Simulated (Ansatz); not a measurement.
# 2H-NbSTe monolayer in a perpendicular field, part 2 of 2

What dipole does a perpendicular field induce in the 2H-NbSTe monolayer? A positive field points along +c.

Ansatz 0.2.0; plane-wave DFT, PBE-D3(BJ), Ansatz PAW (set soft_1); PAW set soft_1.

So far. Step 2 (Relaxing the slab): The lattice constant a goes from 3.620 to 3.489 Å.

### Step 3. Atoms held, field 0

A sawtooth potential applies the field, turning back in the middle of the vacuum. With the dipole correction the typed value is the field outside the slab. The induced dipole is small, so the SCF threshold is tight.

The cell differs from the one that the last finished run ended in (c 37.829 → 21.380 Å).

Input file input.yaml:

```yaml
crystal:
  lattice:
    - [3.4890410037, 0.0, 0.0]
    - [-1.7445205018, 3.021598144, 0.0]
    - [0.0, 0.0, 21.38019417]
  atoms:
    - { symbol: Te, position: [0.3333333333, 0.6666666667, 0.4209503398], spin: 0.02 }
    - { symbol: Nb, position: [0.0, 0.0, 0.5130543512], spin: 0.27 }
    - { symbol: S, position: [0.3333333333, 0.6666666667, 0.5790496602], spin: 0.04 }
magnetization:
  spin_polarized: true
kpoints:
  mp_grid: { grid: [18, 18, 1] }
  band_path:
    path: [[0, 0, 0], [0.5, 0, 0], [0.33333333, 0.33333333, 0], [0, 0, 0]]
    npoints: 16
hamiltonian:
  xc: pbe
  dispersion: d3bj
  pseudopotentials: { kind: paw, azcp: { folder: soft_1 } }
scf:
  occupations: { method: fermi_dirac, width: 0.02585 }
  convergence: { dr2_threshold: 1.0e-10 }
efield:
  axis: 3
  dipole_correction: true
  ramp_position: 0.97
  ramp_width: 0.06
  amplitude: 0
output:
  dos: { projected: true, e_range: [-6, 5] }
  write_potential: true
  write_density: true
  volumetric_format: npy
  elf: true
```

On the command line:

```console
ansatz run input.yaml --threads 2 --pin off --max-ram 3072MiB --backend cpu --events-out ev --progress --plain --runs-dir out
```

Numbers of over 12 decimals in the logs are rounded to 6 here.

What it wrote:

```text
[...]
Crystal: 3 atoms, lattice volume = 225.400 Å³
Basis set: ecut = 420 eV, 4409 PW (Γ)
Bands: 22, of which v1, the nominal top of the filled ones, is band 18 counted from 1 (17 counted from 0)
Symmetry: 6 space group operations
k-points: 37 of 324 (time reversal used)
[...]
Starting moments: Σ|m| = 0.33 μB on 3 of 3 sites
[...]
SCF iter   1: F=—  HF=-12436.995093 eV  |F-HF|=—  |Δ(HF+E_count)|=         —  Δρ=1.29e-2 (↑1.29e-2 ↓1.19e-2)  dr2=2.17e0  dr2_m=3.02e-3  M=0.217 μB ∫|m|=0.219 μB  β_m=0.88  ethr=3.10e-3  p=0.000 e·Å  D=2.41e-8 V/Å  ΔV_dip=-0.00 eV  dr2_dipole=9.84e-3  V_vac-E_F(+/−)=5.72/5.72 eV  ⟨swp⟩=11.2  Hψ=10926  notcnv=0
[...]
efield: sawtooth ramp at fractional position 0.9700 (set: `efield.ramp_position`, or a place that a band, a saddle search or an elastic batch's reference lends), width 0.0600; the density the first Hamiltonian is built on has a dipole p = 0.000 e·Å; the dipole correction subtracts the counter field D = 2.41e-8 V/Å, which shifts the + side's vacuum level by -0.00 eV against the − side's; the planar-averaged density in the ramp window peaks in size at 1.3e-6 e/Å³
[...]
SCF iter   2: F=—  HF=-12437.210704 eV  |F-HF|=—  |Δ(HF+E_count)|=   2.16e-1  Δρ=7.79e-3 (↑7.79e-3 ↓7.73e-3)  dr2=7.11e-1  dr2_m=1.26e-4  M=0.228 μB ∫|m|=0.230 μB  β_m=0.48  ethr=3.10e-3  p=-0.010 e·Å  D=-7.70e-3 V/Å  ΔV_dip=0.16 eV  dr2_dipole=4.47e-3  V_vac-E_F(+/−)=5.47/5.31 eV  ⟨swp⟩=2.6  Hψ=3078  notcnv=0  defer=9
density mixer auto → msr1: a metal under ldos (density of states about μ 1.00 of a free-electron gas's, 12 screened modes)
SCF iter   3: F=—  HF=-12437.611853 eV  |F-HF|=—  |Δ(HF+E_count)|=   4.01e-1  Δρ=3.24e-3 (↑2.73e-3 ↓3.24e-3)  dr2=4.61e-2  dr2_m=2.61e-3  M=0.309 μB ∫|m|=0.313 μB  β_m=0.69  ethr=2.03e-3  p=-0.023 e·Å  D=-1.83e-2 V/Å  ΔV_dip=0.39 eV  dr2_dipole=1.10e-3  V_vac-E_F(+/−)=5.28/4.89 eV  ⟨swp⟩=3.0  Hψ=3101  notcnv=0  defer=9
[...]
SCF iter  14: F=-12437.673431 eV  HF=-12437.673431 eV  |F-HF|=2.55e-11  |Δ(HF+E_count)|=  1.18e-10  Δρ=3.38e-8 (↑2.87e-8 ↓3.38e-8)  dr2=4.21e-12  dr2_m=9.47e-13  M=0.655 μB ∫|m|=0.671 μB  ethr=1.00e-12  p=-0.037 e·Å  D=-2.96e-2 V/Å  ΔV_dip=0.63 eV  dr2_dipole=9.07e-15  V_vac-E_F(+/−)=5.48/4.85 eV  ⟨swp⟩=3.2  Hψ=5454  notcnv=0
SCF 1 converged in 14 iterations: F = -12437.673431 eV  dr2 = 4.21e-12
[...]
NSCF: frozen V_eff on 49 k-points
efield: sawtooth ramp at fractional position 0.9700 (kept from the solve that this one continues, or follows in the run), width 0.0600; the density the first Hamiltonian is built on has a dipole p = -0.037 e·Å; the dipole correction subtracts the counter field D = -2.96e-2 V/Å, which shifts the + side's vacuum level by +0.63 eV against the − side's; the planar-averaged density in the ramp window peaks in size at 1.2e-6 e/Å³
SCF converged after 14 iterations
Magnetization: 0.6549 μB (17.8275 up, 17.1725 down)
Absolute magnetization: 0.6707 μB (∫|ρ↑−ρ↓|, with the PAW one-centre terms)
[...]
Per-site moments (μB) at R_I (Å): [(0.019848, 1.162018), (0.303165, 1.014507), (0.045300, 1.014507)]
Free energy (F): -12437.673431 eV
[...]
Internal energy: -12437.669258 eV  (E = F + TS)
E sigma→0 (E₀):  -12437.671344 eV
Entropy (-TS):   -0.004174 eV (-1.391 meV/atom)
Fermi energy:    -0.310413 eV
Dipole field:    D = -0.029554 V/Å  (p = -0.036814 e·Å, saw-weighted, corrected)
Work function:   Φ+ = 5.4791 eV   Φ− = 4.8473 eV
Levels:          The Fermi level and band energies are counted from a zero that moves with the ramp; work functions are not
[...]
--- Band table (eV; the first three rows and the last of 74) ---
  k-point 0 ↑: bands = [... 14 lower, -2.4566, -0.8798, -0.8798, 0.3457, 2.4452, 2.4452, 3.0058, 3.0058]
  k-point 1 ↑: bands = [... 14 lower, -2.4189, -0.9614, -0.9185, 0.3079, 2.3963, 2.4916, 2.7655, 2.9558]
  k-point 2 ↑: bands = [... 14 lower, -2.3797, -1.1931, -1.0103, 0.1758, 2.1522, 2.4641, 2.5272, 2.9121]
  k-point 36 ↓: bands = [... 14 lower, -3.5864, -3.1800, -1.9367, 0.0732, 1.4827, 2.6294, 3.2485, 4.2411]
```

The job ended after 42 s (2 threads of Arm Neoverse V1, shared host; peak memory 0.7 GiB; 83 s of CPU time).

This step gave:

| Property | Result |
| --- | --- |
| energy at zero smearing | -12437.6713 eV |
| total moment | 0.6549 μB |
| site moments | 0.01985, 0.3032, 0.04530 μB |
| work function, upper face | 5.479 eV |
| work function, lower face | 4.847 eV |
| dipole along the normal | -0.03681 e·Å |
| step between the vacuum levels | 0.6319 eV |

Running mean over a fixed 2.5 Å (it still follows the layers) of the planar mean; the ramp of the sawtooth is left out. Electron's electrostatic potential energy less the Fermi level against z:

z (Å), electron's electrostatic potential energy less the Fermi level (eV) and a bar from the least value:
```
     2.97       4.85 #############################
     3.41       4.85 #############################
     3.86       4.85 #############################
     4.16       4.85 #############################
     4.60       4.85 #############################
     5.05       4.84 #############################
     5.49       4.83 #############################
     5.94       4.79 #############################
     6.24       4.71 ############################
     6.68       4.36 ############################
     7.13       3.14 #########################
     7.57       1.08 #####################
     8.02      -0.94 #################
     8.46      -3.00 #############
     8.76      -3.98 ###########
     9.21      -5.50 ########
     9.65      -7.34 ####
    10.10      -8.57 ##
    10.54      -9.00 #
    10.84      -9.01 #
    11.28      -9.39 
    11.73      -9.07 #
    12.17      -6.48 ######
    12.62      -3.22 ############
    12.92      -1.46 ################
    13.36       0.84 #####################
    13.81       3.04 #########################
    14.25       4.70 ############################
    14.70       5.30 ##############################
    15.14       5.44 ##############################
    15.44       5.46 ##############################
    15.89       5.48 ##############################
    16.33       5.48 ##############################
    16.78       5.48 ##############################
    17.22       5.48 ##############################
    17.52       5.48 ##############################
    17.97       5.48 ##############################
    18.41       5.48 ##############################
```

The density of states has structure finer than the step of the table below, so its rows give means over 0.25 eV, whole bins alone (the curve runs from -6 to 1.99 eV). Peaks (eV: height): total -3.820: 6.58, -3.660: 6.74, -3.520: 8.73, -3.110: 6.63, -2.940: 8.17, -1.560: 9.18, -0.290: 6.39; up -3.990: 4.98, -3.660: 6.33, -3.110: 5.88, -2.940: 5.49, -1.640: 5.46, -0.290: 6.39, 1.720: 3.57; down -4.430: 4.27, -3.820: 6.21, -3.520: 8.16, -3.020: 5.10, -2.720: 4.59, -1.560: 7.10, 1.970: 3.30.

The density of states by energy, zero at the Fermi level; means over each step; values in states/eV a cell:

```csv
energy (eV),total,up,down
-5.75,0,0,0
-5.50,0.0281,0.0281,0
-5.25,0.828,0.576,0.252
-5.00,1.65,0.976,0.676
-4.75,3.13,1.82,1.30
-4.50,4.40,1.88,2.52
-4.25,1.34,0.531,0.810
-4.00,2.07,1.58,0.494
-3.75,2.99,1.62,1.37
-3.50,4.12,1.34,2.78
-3.25,1.64,1.01,0.631
-3.00,6.23,3.64,2.59
-2.75,2.67,0.743,1.93
-2.50,0.874,0.438,0.436
-2.25,0.992,0.556,0.437
-2.00,1.42,0.528,0.892
-1.75,2.06,1.65,0.406
-1.50,5.21,2.18,3.03
-1.25,1.58,0.732,0.843
-1.00,1.59,0.929,0.657
-0.75,2.35,1.20,1.15
-0.50,1.42,0.607,0.815
-0.25,2.73,2.57,0.152
0.00,2.20,0.550,1.65
0.25,1.76,0.250,1.51
0.50,0.550,0.254,0.296
0.75,0.286,0.0299,0.256
1.00,0.113,0,0.113
1.25,0.00243,0.00243,0
1.50,0.449,0.449,0
1.75,2.52,2.23,0.288
```

Projected DOS per atom over height of the atomic layer and energy from the Fermi level. Layers: Te Nb S from below.

Values in states/eV, 22 rows by 3 columns, each cell a mean:
```
0.71 1.84 0.18
0.08 0.30 0.02
0.00 0.03 0.02
0.01 0.20 0.11
0.09 0.77 0.22
0.25 1.58 0.42
0.36 1.25 0.33
0.88 1.09 0.15
0.72 0.58 0.16
2.32 0.90 1.06
0.87 0.34 0.40
0.69 0.33 0.27
0.47 0.36 0.37
0.78 1.50 2.60
0.51 0.60 1.04
0.90 1.05 1.90
0.60 0.51 0.69
0.92 0.85 1.06
0.77 1.12 1.42
0.47 0.39 0.46
0.07 0.04 0.05
0.00 0.00 0.00
```
Columns: height of the atomic layer (Å) from 9 to 12.4 (not evenly spaced); rows upwards: energy from the Fermi level (eV) from -5.96 to 1.96.

Projected DOS per atom, spin up over height of the atomic layer and energy from the Fermi level. Layers: Te Nb S from below.

Ten even steps from '0' (0.00 states/eV) to '9' (1.19 states/eV), each cell a mean:
```
391
020
000
000
010
041
282
340
220
833
412
311
110
369
224
347
223
322
356
222
000
000
```
Columns: height of the atomic layer (Å) from 9 to 12.4 (not evenly spaced); rows upwards: energy from the Fermi level (eV) from -5.96 to 1.96.

Projected DOS per atom, spin down over height of the atomic layer and energy from the Fermi level. Layers: Te Nb S from below.

Values in states/eV, 22 rows by 3 columns, each cell a mean:
```
0.26 0.65 0.05
0.00 0.00 0.00
0.00 0.03 0.02
0.00 0.16 0.08
0.08 0.62 0.13
0.17 1.08 0.27
0.10 0.21 0.02
0.51 0.52 0.08
0.36 0.23 0.08
1.31 0.45 0.63
0.29 0.11 0.13
0.32 0.15 0.13
0.24 0.23 0.28
0.41 0.74 1.41
0.28 0.28 0.47
0.46 0.51 0.96
0.27 0.17 0.22
0.52 0.55 0.72
0.37 0.46 0.61
0.22 0.14 0.17
0.00 0.00 0.00
0.00 0.00 0.00
```
Columns: height of the atomic layer (Å) from 9 to 12.4 (not evenly spaced); rows upwards: energy from the Fermi level (eV) from -5.96 to 1.96.

Deep bands are left out, so band numbers here count from the lowest band kept and differ from the log's. The electronic bands at the labelled points (eV, zero at the Fermi level; # counts the bands kept):

```csv
point,up #5,up #6,up #7,up #8,down #5,down #6,down #7,down #8
Γ,-0.57,-0.57,0.66,2.76,-0.35,-0.35,0.98,2.91
halfway,-1.56,-0.82,-0.25,1.74,-1.49,-0.63,0.12,1.96
M,-1.66,-0.57,-0.49,2.11,-1.57,-0.49,-0.11,2.52
halfway,-2.15,-1.64,-0.13,1.77,-2.04,-1.56,0.26,2.16
K,-2.94,-1.72,-0.06,1.37,-2.87,-1.63,0.38,1.79
halfway,-1.66,-1.23,-0.18,1.58,-1.56,-1.07,0.16,1.82
Γ,-0.57,-0.57,0.66,2.76,-0.35,-0.35,0.98,2.91
```

Spin density in the ca plane at fractional y = 0.667, with atoms of Te and S within 0.2 Å of it.

Ten even steps from '0' (-0.004 e/Å³) to '9' (0.063 e/Å³), each cell a mean:
```
00000000000000000025862110000000000000000000
00000000000000000026972110000000000000000000
00000000000000000125752111000000000000000000
00000000000000110112321111100000000000000000
00000000000000000001110113310000000000000000
00000000000000010000001104421000000000000000
00000000000000010000000113410000000000000000
00000000000000100011211112210000000000000000
00000000000000110124531111100000000000000000
```
Columns run along c (16.0 Å, from fractional 0.17 to 0.92 of the cell), rows up along a (3.5 Å). Atoms in or near the plane, at fractional coordinates: Te at (0.42, 0.33), S at (0.58, 0.33).

Valence density in the ca plane at fractional y = 0.667, with atoms of Te and S within 0.2 Å of it. It is the smooth field of the valence electrons, not physical close to the nuclei.

Ten steps, logarithmic in the rise over the least value, from '0' (0 e/Å³) to '9' (16 e/Å³), each cell a mean:
```
00000000000001111112222111000000000000000000
00000000000001111112321110000000000000000000
00000000000011222222222221100000000000000000
00000000000123443221123333210000000000000000
00000000000135786321123444310000000000000000
00000000000237998421124324420000000000000000
00000000000136897421124434420000000000000000
00000000000124564321123443210000000000000000
00000000000012232222222222100000000000000000
```
Columns run along c (16.0 Å, from fractional 0.17 to 0.92 of the cell), rows up along a (3.5 Å). Atoms in or near the plane, at fractional coordinates: Te at (0.42, 0.33), S at (0.58, 0.33).

ELF in the ca plane at fractional y = 0.667, with atoms of Te and S within 0.2 Å of it. It is the smooth field of the valence electrons, not physical close to the nuclei.

Values, 5 rows by 16 columns, each cell a mean:
```
0.00 0.00 0.00 0.00 0.01 0.05 0.22 0.35 0.19 0.20 0.21 0.09 0.01 0.00 0.00 0.00
0.00 0.00 0.00 0.00 0.03 0.28 0.51 0.51 0.29 0.25 0.58 0.42 0.08 0.00 0.00 0.00
0.00 0.00 0.00 0.01 0.19 0.72 0.52 0.24 0.40 0.51 0.58 0.84 0.36 0.02 0.00 0.00
0.00 0.00 0.00 0.01 0.24 0.77 0.44 0.14 0.38 0.53 0.33 0.86 0.42 0.03 0.00 0.00
0.00 0.00 0.00 0.00 0.08 0.50 0.62 0.47 0.37 0.36 0.77 0.67 0.18 0.01 0.00 0.00
```
Columns run along c (16.0 Å, from fractional 0.09 to 0.84 of the cell), rows up along a (3.5 Å). Atoms in or near the plane, at fractional coordinates: Te at (0.42, 0.33), S at (0.58, 0.33).

The work function of the upper face is 5.48 eV.

### Step 4. Single point, field 0.1 V/Å

input.yaml, as its differences from that of step 3:

```diff
@@ -26,7 +26,6 @@
   dipole_correction: true
-  ramp_position: 0.97
-  ramp_width: 0.06
-  amplitude: 0
+  ramp_position: 0.9415
+  ramp_width: 0.1015
+  amplitude: 0.1
 output:
-  dos: { projected: true, e_range: [-6, 5] }
   write_potential: true
@@ -34,2 +33 @@
   volumetric_format: npy
-  elf: true
```

What it wrote:

```text
[...]
Crystal: 3 atoms, lattice volume = 225.400 Å³
Basis set: ecut = 420 eV, 4409 PW (Γ)
Bands: 22, of which v1, the nominal top of the filled ones, is band 18 counted from 1 (17 counted from 0)
Symmetry: 6 space group operations
k-points: 37 of 324 (time reversal used)
[...]
Starting moments: Σ|m| = 0.33 μB on 3 of 3 sites
[...]
k-point 0 ↑: bands = [... 14 lower, -2.4650, -0.8781, -0.8781, 0.3593, 2.4509, 2.4509, 3.0032, 3.0032]
  k-point 1 ↑: bands = [... 14 lower, -2.4266, -0.9604, -0.9169, 0.3209, 2.4023, 2.4975, 2.7622, 2.9531]
  k-point 2 ↑: bands = [... 14 lower, -2.3854, -1.1942, -1.0091, 0.1870, 2.1489, 2.4736, 2.5320, 2.9106]
  k-point 36 ↓: bands = [... 14 lower, -3.5799, -3.1758, -1.9370, 0.0738, 1.4848, 2.6289, 3.2470, 4.2419]
[key lines of the parts left out:]
SCF converged after 13 iterations
Magnetization: 0.6546 μB (17.8273 up, 17.1727 down)
Free energy (F): -12437.671399 eV
Fermi energy:    -0.305165 eV
Dipole field:    D = -0.003075 V/Å  (p = -0.003831 e·Å, saw-weighted, corrected)
```

Run time: 46 s. Hardware: 2 threads; peak memory 0.7 GiB.

The dipole is -0.00383 e·Å, 0.0330 e·Å from its value without field.

### Step 5. Single point, field -0.1 V/Å

input.yaml, as its differences from that of step 4:

```diff
@@ -28,3 +28,3 @@
   ramp_width: 0.1015
-  amplitude: 0.1
+  amplitude: -0.1
 output:
```

What it wrote:

```text
[...]
Crystal: 3 atoms, lattice volume = 225.400 Å³
Basis set: ecut = 420 eV, 4409 PW (Γ)
Bands: 22, of which v1, the nominal top of the filled ones, is band 18 counted from 1 (17 counted from 0)
Symmetry: 6 space group operations
k-points: 37 of 324 (time reversal used)
[...]
Starting moments: Σ|m| = 0.33 μB on 3 of 3 sites
[...]
k-point 0 ↑: bands = [... 14 lower, -2.4392, -0.8725, -0.8725, 0.3408, 2.4484, 2.4484, 3.0172, 3.0172]
  k-point 1 ↑: bands = [... 14 lower, -2.4024, -0.9535, -0.9111, 0.3036, 2.3989, 2.4946, 2.7771, 2.9674]
  k-point 2 ↑: bands = [... 14 lower, -2.3651, -1.1831, -1.0025, 0.1733, 2.1640, 2.4632, 2.5314, 2.9225]
  k-point 36 ↓: bands = [... 14 lower, -3.5842, -3.1751, -1.9273, 0.0815, 1.4895, 2.6387, 3.2589, 4.2493]
[key lines of the parts left out:]
SCF converged after 14 iterations
Magnetization: 0.6552 μB (17.8276 up, 17.1724 down)
Free energy (F): -12437.678760 eV
Fermi energy:    -0.306742 eV
Dipole field:    D = -0.056009 V/Å  (p = -0.069767 e·Å, saw-weighted, corrected)
```

Wall time 49 s (2 threads); peak memory 0.7 GiB.

The dipole is -0.0698 e·Å, -0.0330 e·Å from its value without field.

### Step 6. Response, atoms held

This step: plane-wave DFT, PBE-D3(BJ), Ansatz PAW (set soft_1); response to a field along the normal, atoms held; PAW set soft_1 (Ansatz 0.2.0).

The dipoles give the slope, and the difference of two potentials shows where the field is screened.

This step gave:

```
equivalent conductor thickness p/(ε₀AE) : 5.659 Å
distance between the outer atoms        : 3.380 Å
```

Table of dipole of the cell by applied field:

```csv
applied field (V/Å),dipole of the cell (e·Å)
-0.1000,-0.0698
0.0000,-0.0368
0.1000,-0.00383
```

The total moment stays at 0.655 μB for applied field from -0.1 to 0.1 V/Å.

Local field over the applied field, running mean. From the potentials at -0.1 and 0.1 V/Å; running mean over 2.5 Å. Table of local field over applied field by z:

```csv
z (Å),local field over applied field
4.01,0.999
4.31,0.998
4.75,0.995
5.05,0.991
5.49,0.977
5.79,0.958
6.24,0.907
6.53,0.849
6.83,0.770
7.28,0.627
7.57,0.525
8.02,0.369
8.31,0.269
8.76,0.140
9.06,0.0831
9.35,0.0535
9.80,0.0385
10.10,0.0311
10.54,0.0264
10.84,0.0314
11.28,0.0509
11.58,0.0668
12.03,0.109
12.32,0.166
12.62,0.248
13.07,0.399
13.36,0.506
13.81,0.664
14.11,0.762
14.55,0.881
14.85,0.932
15.14,0.963
15.59,0.986
15.89,0.993
16.33,0.998
16.63,0.999
17.07,1.000
17.37,1.000
```

Electrons, planar mean, per unit field. Induced electron density against z:

z (Å), induced electron density (e/Å³ per V/Å) and a bar from the least value:
```
      4.5    0.00001 ################
      5.0    0.00004 ################
      5.5    0.00011 ################
      6.0    0.00031 #################
      6.5    0.00078 ###################
      7.0    0.00178 ########################
      7.5    0.00316 ##############################
      8.0    0.00298 #############################
      8.5    0.00083 ###################
      9.0    0.00092 ####################
      9.5    0.00051 ##################
     10.0   -0.00070 ############
     10.5   -0.00082 ############
     11.0    0.00094 ####################
     11.5    0.00012 ################
     12.0   -0.00079 ############
     12.5   -0.00078 ############
     13.0   -0.00312 ##
     13.5   -0.00346 
     14.0   -0.00177 ########
     14.5   -0.00068 #############
     15.0   -0.00023 ###############
     15.5   -0.00007 ###############
     16.0   -0.00002 ################
     16.5   -0.00001 ################
     17.0    0.00000 ################
```

By hand: between -0.1 and 0.1 V/Å the dipole changes by 0.06594 e·Å, a slope of 0.3297 e·Å²/V. A perfect conductor of thickness t has p = ε₀AEt, so t = 180.95 × 0.3297 / 10.542 = 5.66 Å (e/ε₀ = 180.95 V·Å, A in Å²).

The induced dipole is that of a conductor 5.66 Å thick.

### Step 7. What came out

| Quantity | Value |
| --- | --- |
| gap without field | none |
| work function, upper face | 5.48 eV |
| step between the vacuum levels | 0.632 eV |
| equivalent conductor thickness, atoms held | 5.66 Å |

The induced dipole equals that of a perfect conductor 5.66 Å thick, while the outer atoms lie 3.38 Å apart. The two faces differ: the vacuum level above lies 0.63 eV higher than the one below. There is no gap over 0.03 eV, with or without the field. For an open d or f shell that can be the fault of a semilocal functional without a Hubbard term. The magnetic order is the one reached from the typed start; other orders were not compared. Spin-orbit coupling is left out, which matters for the bands of elements this heavy.

[Logs are printed without paths, hosts, clocks, repeated set-up lines and the standing remarks that a program may print on its own settings, such as how far it seeks lower states.]

[Hosts, paths, dates, database ids (printed as entryN), source tags and the programs' standing remarks are cut or masked in the printed files.]

[Maps of the electrostatic potential energy from Ansatz leave out the sawtooth potential of an applied field or a dipole correction, so their vacuum need not be flat; planar profiles and work functions include it.]

[The density of states shown here was stored with 400 of the rows of the run's finer table, so its peaks can read low, often by over a quarter, or be missed, and its means over a window can be off by a tenth or more.]
